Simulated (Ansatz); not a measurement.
## Pt(100) / 3 layers Rh(100) / Pt(100): resistance against film thickness

How does the resistance across the layers grow with the film in Pt(100) / 3 layers Rh(100) / Pt(100)?

Program: Ansatz 0.2.0. Level of theory: Ansatz plane-wave DFT, PBEsol, PAW files; ballistic transport by layer matching (Landauer), zero bias. Results are calculated unless marked as measured.

This is a report of a sequence of runs, with most program output left out.

## Step 1: The structure

The cell holds 11 atoms: 8 Pt and 3 Rh. Cell: a = 2.773 Å, b = 2.773 Å, c = 21.143 Å, α = 86.2°, β = 86.2°, γ = 90.0°. It derives from Pt and Rh. Regions: lead, 8 atoms (8 Pt); films, 3 atoms (3 Rh). The structure is stacked along c, and the current runs across the ab planes.

## Step 2: With 3 layers

The film is laid into the lead at the lead's in-plane lattice, and the cell closes on the lead's own image. The mesh across the current, 26×26, is finer than the density's, because channels open and close sharply across the zone. Energies from -1 to 1 eV in steps of 0.036 eV cover the slope of the Fermi function at 300 K, so the program can form a conductance.

Input file input.yaml:

```yaml
crystal:
  lattice:
    - [2.7731313745, 0.0, 0.0]
    - [0.0, 2.7731313745, 0.0]
    - [1.3865656872, 1.3865656872, 21.0517538584]
  atoms:
    - { symbol: Pt, position: [0.9767133416, 0.9767133416, 0.0465733167] }
    - { symbol: Pt, position: [0.4301400249, 0.4301400249, 0.1397199502] }
    - { symbol: Pt, position: [0.8835667082, 0.8835667082, 0.2328665836] }
    - { symbol: Pt, position: [0.3369933915, 0.3369933915, 0.3260132171] }
    - { symbol: Rh, position: [0.7924711554, 0.7924711554, 0.4150576892] }
    - { symbol: Rh, position: [0.25, 0.25, 0.5] }
    - { symbol: Rh, position: [0.7075288446, 0.7075288446, 0.5849423108] }
    - { symbol: Pt, position: [0.1630066085, 0.1630066085, 0.6739867829] }
    - { symbol: Pt, position: [0.6164332918, 0.6164332918, 0.7671334164] }
    - { symbol: Pt, position: [0.0698599751, 0.0698599751, 0.8602800498] }
    - { symbol: Pt, position: [0.5232866584, 0.5232866584, 0.9534266833] }
kpoints:
  mp_grid: { grid: [14, 14, 2] }
hamiltonian:
  xc: pbesol
scf:
  occupations: { method: fermi_dirac, width: 0.1 }
output:
  transmission: { leads: [[0, 1]], kmesh: [26, 26], e_range: [-1.0, 1.0], de: 0.036 }
  write_potential: true
  write_density: true
  volumetric_format: npy
  elf: true
```

Command:

```sh
> ansatz run input.yaml --threads 4 --pin off --max-ram 8192MiB --backend cpu --events-out ev --progress --plain --runs-dir out
```

Elapsed: 11 min, on 4 threads of Arm Neoverse N1, shared host; peak memory 1.6 GiB; 33 min of CPU time.

This step gave:

```yaml
free_energy: -118087.0607 eV
energy_at_zero_smearing: -118086.7782 eV
fermi_energy: 23.00 eV
cell_area: 7.690 Å²
step_of_the_lead_s_potential: 3.2 meV
ballistic_conductance_of_the_lead: 2.19e15 S/m²
estimated_errors_of_the_lead_s_conductance: 0, 5, 1.7 % (band edges, k-mesh, distance from neutral)
lead_conductance_per_cell: 2.178 G₀
conductance_of_the_junction: 1.52e15 S/m²
junction_conductance_per_cell: 1.512 G₀
estimated_errors_of_the_junction_s_conductance: 0.4, 0.2, 5.1, 1.8, 1.8 % (energy step, band edges, k-mesh, leads' steps, distance from neutral)
area_resistance_that_the_stack_adds_contact_term_taken_off_spin_by_spin: 0.2007 fΩ m²
```

Per spin. Table of transmission, zone mean by energy, zero at the Fermi level:

| energy (eV) | transmission, zone mean |
| --- | --- |
| -1.000 | 1.38 |
| -0.964 | 1.40 |
| -0.892 | 1.41 |
| -0.856 | 1.41 |
| -0.784 | 1.35 |
| -0.748 | 1.35 |
| -0.676 | 1.39 |
| -0.640 | 1.41 |
| -0.568 | 1.49 |
| -0.532 | 1.53 |
| -0.460 | 1.58 |
| -0.424 | 1.64 |
| -0.352 | 1.69 |
| -0.316 | 1.70 |
| -0.244 | 1.74 |
| -0.208 | 1.75 |
| -0.172 | 1.75 |
| -0.136 | 1.68 |
| -0.100 | 1.70 |
| -0.028 | 1.61 |
| 0.008 | 1.50 |
| 0.080 | 1.25 |
| 0.116 | 1.18 |
| 0.188 | 1.00 |
| 0.224 | 0.930 |
| 0.296 | 0.877 |
| 0.332 | 0.855 |
| 0.404 | 0.729 |
| 0.440 | 0.731 |
| 0.512 | 0.717 |
| 0.548 | 0.721 |
| 0.620 | 0.756 |
| 0.656 | 0.762 |
| 0.728 | 0.769 |
| 0.764 | 0.772 |
| 0.836 | 0.776 |
| 0.872 | 0.777 |
| 0.944 | 0.776 |
| 0.980 | 0.775 |

Per spin. Table of open channels, zone mean, lead by energy, zero at the Fermi level:

| energy (eV) | open channels, zone mean, lead |
| --- | --- |
| -1.000 | 1.95 |
| -0.964 | 1.99 |
| -0.892 | 1.96 |
| -0.856 | 1.98 |
| -0.784 | 1.98 |
| -0.748 | 1.92 |
| -0.676 | 1.96 |
| -0.640 | 1.99 |
| -0.568 | 2.07 |
| -0.532 | 2.11 |
| -0.460 | 2.15 |
| -0.424 | 2.24 |
| -0.352 | 2.34 |
| -0.316 | 2.32 |
| -0.244 | 2.41 |
| -0.208 | 2.47 |
| -0.136 | 2.37 |
| -0.100 | 2.49 |
| -0.028 | 2.34 |
| 0.008 | 2.18 |
| 0.080 | 1.71 |
| 0.116 | 1.63 |
| 0.188 | 1.35 |
| 0.224 | 1.32 |
| 0.296 | 1.14 |
| 0.332 | 1.13 |
| 0.404 | 1.03 |
| 0.440 | 1.03 |
| 0.512 | 0.854 |
| 0.548 | 0.865 |
| 0.620 | 0.901 |
| 0.656 | 0.889 |
| 0.728 | 0.859 |
| 0.764 | 0.859 |
| 0.836 | 0.859 |
| 0.872 | 0.859 |
| 0.944 | 0.859 |
| 0.980 | 0.859 |

Transmission over k1 and k2. At 0.0080 eV from the Fermi level.

Values, 12 rows by 16 columns, each cell a mean:
```
0.67 0.42 0.81 1.44 1.43 0.99 0.58 0.81 1.68 0.60 0.69 1.21 1.51 1.26 0.58 0.39
0.38 1.05 1.62 1.91 1.81 1.56 1.32 1.54 2.04 1.41 1.33 1.72 1.86 1.91 1.34 0.82
1.56 1.49 1.88 1.85 1.86 1.90 1.48 1.68 2.16 1.42 1.71 1.89 1.85 1.85 1.79 1.47
1.85 0.93 1.59 1.85 1.90 1.89 1.95 1.97 2.02 1.95 1.93 1.89 1.90 1.69 1.39 1.18
1.41 0.49 1.37 1.19 1.78 1.94 1.88 1.80 1.64 1.81 1.91 1.95 1.55 1.04 1.29 0.56
0.75 1.74 1.93 1.95 2.10 1.98 1.79 1.67 2.18 1.50 1.97 2.02 2.10 1.77 2.10 1.29
0.91 0.92 1.52 1.39 1.84 1.96 1.85 1.68 1.59 1.69 1.94 1.96 1.66 1.27 1.57 0.58
1.67 0.62 1.38 1.56 1.90 1.92 1.91 1.95 1.98 1.93 1.91 1.93 1.83 1.28 1.27 0.82
1.83 1.25 1.78 1.87 1.86 1.91 1.85 1.91 2.12 1.81 1.91 1.88 1.86 1.84 1.59 1.42
1.07 1.43 1.92 1.86 1.84 1.72 1.16 1.44 1.99 1.18 1.34 1.83 1.84 1.86 1.82 1.28
0.07 0.74 1.24 1.76 1.53 1.11 1.00 1.53 2.19 1.21 0.97 1.28 1.68 1.70 0.95 0.45
1.51 0.33 0.34 1.31 1.73 1.67 1.26 0.72 0.92 0.95 1.42 1.76 1.64 0.93 0.15 0.77
```
Columns: k1 (b1) from -0.5 to 0.462; rows upwards: k2 (b2) from -0.5 to 0.462.

Open channels over k1 and k2. At 0.0080 eV from the Fermi level.

Values, 12 rows by 16 columns, each cell a mean:
```
0.92 1.16 2.28 3.07 3.11 2.50 1.22 1.74 3.29 1.33 1.57 2.88 3.23 2.92 1.66 1.01
1.66 2.58 2.00 2.00 2.24 1.79 1.41 2.62 3.38 1.85 1.47 2.08 2.12 2.00 2.23 2.29
3.88 2.90 2.11 2.00 2.00 2.00 1.63 2.32 3.00 1.71 1.86 2.00 2.00 2.00 2.32 3.34
4.00 2.12 1.94 1.98 2.00 2.00 2.00 2.14 2.23 2.05 2.00 2.00 2.00 1.86 1.95 2.99
2.88 0.84 1.46 1.28 1.88 2.00 2.00 2.00 2.00 2.00 2.00 2.00 1.70 1.08 1.38 1.42
2.36 2.97 3.31 2.85 2.83 2.00 2.00 2.28 3.03 2.11 2.00 2.28 2.87 2.85 3.44 2.86
2.09 1.48 2.38 1.95 2.28 2.00 2.00 2.00 2.28 2.00 2.00 2.14 2.14 1.92 2.31 1.59
3.70 1.24 1.54 1.70 2.00 2.00 2.00 2.00 2.00 2.00 2.00 2.00 1.97 1.40 1.48 2.11
4.00 2.67 2.21 2.00 2.00 2.00 1.95 2.34 2.69 2.02 2.00 2.00 2.00 2.00 2.34 3.32
3.33 2.90 2.00 2.00 2.00 1.86 1.25 2.23 3.00 1.50 1.48 1.98 2.00 2.00 2.23 3.14
0.51 1.93 2.38 2.38 2.40 1.57 1.08 2.31 3.55 1.54 1.08 2.07 2.41 2.38 2.35 1.38
2.27 0.70 1.47 3.53 3.87 3.78 2.70 1.94 2.66 2.02 3.27 3.83 3.86 3.04 0.66 1.11
```
Columns: k1 (b1) from -0.5 to 0.462; rows upwards: k2 (b2) from -0.5 to 0.462.

Electrostatic potential energy in the ca plane at fractional y = 0.070, with atoms of Pt within 0.2 Å of it. With pseudopotentials it is smooth inside the atoms' cores, unlike the true potential.

Values in eV, 5 rows by 16 columns, each cell a mean:
```
-17 -28  23  24 -16 -17  24  23   3  12  21  21  19  19   0  21
 13   8  22  21   6   4  21  21   8  14  22  22  17  23  22  24
 23  22  20  17  22  22   9   6  21  21  -5  14  22  17   1  22
  7   6  21  19  20  21   6   1  24  21 -33   0  25   2 -40  14
-21 -28  23  23  -2   0  19  17  19  20 -10  10  24   3 -42  12
```
Columns run along c (16.0 Å, from fractional 0.00 to 0.76 of the cell; values clipped at the 3rd and 97th percentile), rows up along a (2.8 Å).

Valence density in the ca plane at fractional y = 0.070, with atoms of Pt within 0.2 Å of it. It is the smooth field of the valence electrons, not physical close to the nuclei.

Values in units of 1e0 e/Å³, 5 rows by 16 columns, each cell a mean:
```
3.6 5.0 0.3 0.3 3.1 3.2 0.3 0.3 1.2 0.8 0.4 0.4 0.4 0.5 1.6 0.4
0.8 1.1 0.4 0.4 1.3 1.4 0.4 0.4 1.0 0.7 0.4 0.3 0.5 0.3 0.4 0.3
0.3 0.3 0.5 0.6 0.3 0.4 1.0 1.2 0.4 0.4 1.9 0.7 0.3 0.6 1.6 0.4
1.2 1.3 0.4 0.5 0.4 0.4 1.1 1.4 0.3 0.4 4.6 1.6 0.2 1.7 6.9 0.8
4.3 5.2 0.3 0.3 1.8 1.7 0.5 0.6 0.5 0.4 2.3 1.0 0.2 1.6 7.2 0.9
```
Columns run along c (16.0 Å, from fractional 0.00 to 0.76 of the cell), rows up along a (2.8 Å).

ELF in the ca plane at fractional y = 0.070, with atoms of Pt within 0.2 Å of it. It is the smooth field of the valence electrons, not physical close to the nuclei.

Ten even steps from '0' (0.16) to '9' (0.70), each cell a mean:
```
37997310001368852101111342111111110012454211
24775210001268742111111453111111111011222111
12332111111235532112211242111111111011221111
11111111211112211134321111112321111012222111
11111112221111111246421001126862110123575211
12442111211111111246421101138983100124898520
26885211111234322134321001127973100125899620
48997310001257732112221111113541110124798520
```
Columns run along c (16.0 Å, from fractional 0.00 to 0.76 of the cell), rows up along a (2.8 Å).

The lead's potential steps by 3.2 meV from period to period, small in itself. The program estimates the junction's conductance to 5.1 % from the k-mesh, 1.8 % from the leads' distance from neutral and 1.8 % from their steps.

By hand: 1/G − 1/G_lead = 1/1.523 − 1/2.194 = 0.201 fΩ m² with G in 10¹⁵ S/m².

## Step 3: With 5 layers, k-mesh 14×14×1, film layers 5

The stack now holds 5 film layers; the k-mesh follows the cell, and the energies span -0.27 to 0.27 eV.

System of this step: Pt(100) / 5 layers Rh(100) / Pt(100). The cell holds 13 atoms: 8 Pt and 5 Rh. Cell: a = 2.773 Å, b = 2.773 Å, c = 24.706 Å, α = 86.8°, β = 86.8°, γ = 90.0°. It derives from Pt and Rh. Regions: lead, 8 atoms (8 Pt); films, 5 atoms (5 Rh). The structure is stacked along c, and the current runs across the ab planes.

Input file input.yaml:

```yaml
crystal:
  lattice:
    - [2.7731313745, 0.0, 0.0]
    - [0.0, 2.7731313745, 0.0]
    - [1.3865656872, 1.3865656872, 24.6281230974]
  atoms:
    - { symbol: Pt, position: [0.9800949103, 0.9800949103, 0.0398101794] }
    - { symbol: Pt, position: [0.4402847308, 0.4402847308, 0.1194305383] }
    - { symbol: Pt, position: [0.9004745514, 0.9004745514, 0.1990508972] }
    - { symbol: Pt, position: [0.3606643719, 0.3606643719, 0.2786712561] }
    - { symbol: Rh, position: [0.8226074258, 0.8226074258, 0.3547851485] }
    - { symbol: Rh, position: [0.2863037129, 0.2863037129, 0.4273925742] }
    - { symbol: Rh, position: [0.75, 0.75, 0.5] }
    - { symbol: Rh, position: [0.2136962871, 0.2136962871, 0.5726074258] }
    - { symbol: Rh, position: [0.6773925742, 0.6773925742, 0.6452148515] }
    - { symbol: Pt, position: [0.1393356281, 0.1393356281, 0.7213287439] }
    - { symbol: Pt, position: [0.5995254486, 0.5995254486, 0.8009491028] }
    - { symbol: Pt, position: [0.0597152692, 0.0597152692, 0.8805694617] }
    - { symbol: Pt, position: [0.5199050897, 0.5199050897, 0.9601898206] }
kpoints:
  mp_grid: { grid: [14, 14, 1] }
hamiltonian:
  xc: pbesol
scf:
  occupations: { method: fermi_dirac, width: 0.1 }
output:
  transmission:
    leads: [[0, 1]]
    kmesh: [26, 26]
    e_range: [-0.27, 0.27]
    de: 0.036
  write_potential: true
  write_density: true
  volumetric_format: npy
```

The job ended after 5.4 min (4 threads; peak memory 1.4 GiB).

Numbers from this step:

```
free energy                                                                : -130764.4703 eV
energy at zero smearing                                                    : -130764.1373 eV
Fermi energy                                                               : 22.88 eV
step of the lead's potential                                               : 5 meV
ballistic conductance of the lead                                          : 2.20e15 S/m²
estimated errors of the lead's conductance                                 : 0, 5, 1.2 % (band edges, k-mesh, distance from neutral)
lead conductance per cell                                                  : 2.187 G₀
conductance of the junction                                                : 1.37e15 S/m²
junction conductance per cell                                              : 1.358 G₀
estimated errors of the junction's conductance                             : 0.4, 1.6, 4.8, 3.8, 1.1 % (energy step, band edges, k-mesh, leads' steps, distance from neutral)
area resistance that the stack adds (contact term taken off, spin by spin) : 0.2771 fΩ m²
```

Per spin. Transmission, zone mean against energy, zero at the Fermi level:

| energy (eV) | transmission, zone mean |
| --- | --- |
| -0.270 | 1.51 |
| -0.234 | 1.55 |
| -0.198 | 1.55 |
| -0.162 | 1.50 |
| -0.126 | 1.45 |
| -0.090 | 1.45 |
| -0.054 | 1.47 |
| -0.018 | 1.40 |
| 0.018 | 1.33 |
| 0.054 | 1.25 |
| 0.090 | 1.12 |
| 0.126 | 1.07 |
| 0.162 | 1.03 |
| 0.198 | 0.977 |
| 0.234 | 0.950 |
| 0.270 | 0.928 |

The conductance of the junction is 1.4e15 S/m², 10 % under the 1.5e15 S/m² of the last finished run.

## Step 4: With 6 layers, k-mesh 13×13×1, film layers 6

The stack now holds 6 film layers; the k-mesh follows the cell, and the energies span -0.27 to 0.27 eV.

System of this step: Pt(100) / 6 layers Rh(100) / Pt(100). The cell holds 14 atoms: 8 Pt and 6 Rh. Cell: a = 2.773 Å, b = 2.773 Å, c = 26.416 Å, α = 90.0°, β = 90.0°, γ = 90.0°. It derives from Pt and Rh. Regions: lead, 8 atoms (8 Pt); films, 6 atoms (6 Rh). The structure is stacked along c, and the current runs across the ab planes.

input.yaml, the sections that differ from step 3:

```yaml
crystal:
  lattice:
    - [2.7731313745, 0.0, 0.0]
    - [0.0, 2.7731313745, 0.0]
    - [0.0, 0.0, 26.4163077169]
  atoms:
    - { symbol: Pt, position: [0.0, 0.0, 0.0371153308] }
    - { symbol: Pt, position: [0.5, 0.5, 0.1113459925] }
    - { symbol: Pt, position: [0.0, 0.0, 0.1855766541] }
    - { symbol: Pt, position: [0.5, 0.5, 0.2598073158] }
    - { symbol: Rh, position: [0.0, 0.0, 0.3307688721] }
    - { symbol: Rh, position: [0.5, 0.5, 0.3984613233] }
    - { symbol: Rh, position: [0.0, 0.0, 0.4661537744] }
    - { symbol: Rh, position: [0.5, 0.5, 0.5338462256] }
    - { symbol: Rh, position: [0.0, 0.0, 0.6015386767] }
    - { symbol: Rh, position: [0.5, 0.5, 0.6692311279] }
    - { symbol: Pt, position: [0.0, 0.0, 0.7401926842] }
    - { symbol: Pt, position: [0.5, 0.5, 0.8144233459] }
    - { symbol: Pt, position: [0.0, 0.0, 0.8886540075] }
    - { symbol: Pt, position: [0.5, 0.5, 0.9628846692] }
kpoints:
  mp_grid: { grid: [13, 13, 1] }
# hamiltonian, scf, output: as in step 3
```

Run time: 5.1 min. Hardware: 4 threads; peak memory 1.2 GiB; 10 min of CPU time.

This step gave:

```yaml
free_energy: -137103.1851 eV
energy_at_zero_smearing: -137102.8305 eV
fermi_energy: 22.83 eV
step_of_the_lead_s_potential: 8.2 meV
conductance_of_the_junction: 1.36e15 S/m²
junction_conductance_per_cell: 1.350 G₀
estimated_errors_of_the_junction_s_conductance: 0.2, 0.2, 4.7, 6.5, 1.1 % (energy step, band edges, k-mesh, leads' steps, distance from neutral)
area_resistance_that_the_stack_adds_contact_term_taken_off_spin_by_spin: 0.2814 fΩ m²
```

Per spin. Table of transmission, zone mean by energy, zero at the Fermi level:

| energy (eV) | transmission, zone mean |
| --- | --- |
| -0.270 | 1.54 |
| -0.234 | 1.57 |
| -0.198 | 1.55 |
| -0.162 | 1.53 |
| -0.126 | 1.48 |
| -0.090 | 1.48 |
| -0.054 | 1.47 |
| -0.018 | 1.40 |
| 0.018 | 1.31 |
| 0.054 | 1.23 |
| 0.090 | 1.10 |
| 0.126 | 1.06 |
| 0.162 | 0.989 |
| 0.198 | 0.943 |
| 0.234 | 0.907 |
| 0.270 | 0.874 |

The conductance of the junction is 1.4e15 S/m², 0.57 % under the 1.4e15 S/m² of the last finished run, within the error estimates, leads' steps apart, of 4.8 and 4.7 %.

## Step 5: With 8 layers, k-mesh 13×13×1, film layers 8

The stack now holds 8 film layers; the k-mesh follows the cell, and the energies span -0.27 to 0.27 eV.

System of this step: Pt(100) / 8 layers Rh(100) / Pt(100). The cell holds 16 atoms: 8 Pt and 8 Rh. Cell: a = 2.773 Å, b = 2.773 Å, c = 29.993 Å, α = 90.0°, β = 90.0°, γ = 90.0°. It derives from Pt and Rh. Regions: lead, 8 atoms (8 Pt); films, 8 atoms (8 Rh). The structure is stacked along c, and the current runs across the ab planes.

input.yaml, the sections that differ from step 4:

```yaml
crystal:
  lattice:
    - [2.7731313745, 0.0, 0.0]
    - [0.0, 2.7731313745, 0.0]
    - [0.0, 0.0, 29.9926769559]
  atoms:
    - { symbol: Pt, position: [0.0, 0.0, 0.0326896463] }
    - { symbol: Pt, position: [0.5, 0.5, 0.0980689388] }
    - { symbol: Pt, position: [0.0, 0.0, 0.1634482313] }
    - { symbol: Pt, position: [0.5, 0.5, 0.2288275238] }
    - { symbol: Rh, position: [0.0, 0.0, 0.2913275238] }
    - { symbol: Rh, position: [0.5, 0.5, 0.3509482313] }
    - { symbol: Rh, position: [0.0, 0.0, 0.4105689388] }
    - { symbol: Rh, position: [0.5, 0.5, 0.4701896463] }
    - { symbol: Rh, position: [0.0, 0.0, 0.5298103537] }
    - { symbol: Rh, position: [0.5, 0.5, 0.5894310612] }
    - { symbol: Rh, position: [0.0, 0.0, 0.6490517687] }
    - { symbol: Rh, position: [0.5, 0.5, 0.7086724762] }
    - { symbol: Pt, position: [0.0, 0.0, 0.7711724762] }
    - { symbol: Pt, position: [0.5, 0.5, 0.8365517687] }
    - { symbol: Pt, position: [0.0, 0.0, 0.9019310612] }
    - { symbol: Pt, position: [0.5, 0.5, 0.9673103537] }
# kpoints, hamiltonian, scf, output: as in step 4
```

The job ended after 4.4 min (4 threads; peak memory 1.4 GiB; 12 min of CPU time).

This step gave:

- free energy: -149780.5862 eV
- energy at zero smearing: -149780.1784 eV
- Fermi energy: 22.76 eV
- step of the lead's potential: 8 meV
- junction conductance per cell: 1.346 G₀
- estimated errors of the junction's conductance: 0.7, 0.1, 5, 6.7, 1 % (energy step, band edges, k-mesh, leads' steps, distance from neutral)
- area resistance that the stack adds (contact term taken off, spin by spin): 0.2832 fΩ m²

Per spin. Transmission, zone mean against energy, zero at the Fermi level:

| energy (eV) | transmission, zone mean |
| --- | --- |
| -0.270 | 1.46 |
| -0.234 | 1.46 |
| -0.198 | 1.44 |
| -0.162 | 1.43 |
| -0.126 | 1.38 |
| -0.090 | 1.45 |
| -0.054 | 1.45 |
| -0.018 | 1.40 |
| 0.018 | 1.33 |
| 0.054 | 1.22 |
| 0.090 | 1.12 |
| 0.126 | 1.08 |
| 0.162 | 1.03 |
| 0.198 | 1.00 |
| 0.234 | 0.956 |
| 0.270 | 0.925 |

The conductance of the junction is 1.4e15 S/m², 0.27 % under the 1.4e15 S/m² of the last finished run, within the error estimates, leads' steps apart, of 4.7 and 5 %.

[end of part 1 of 2]

[Logs are printed without paths, hosts, clocks, repeated set-up lines and the standing remarks that a program may print on its own settings, such as how far it seeks lower states.]

[Hosts, paths, dates, database ids (printed as entryN), source tags and the programs' standing remarks are cut or masked in the printed files.]
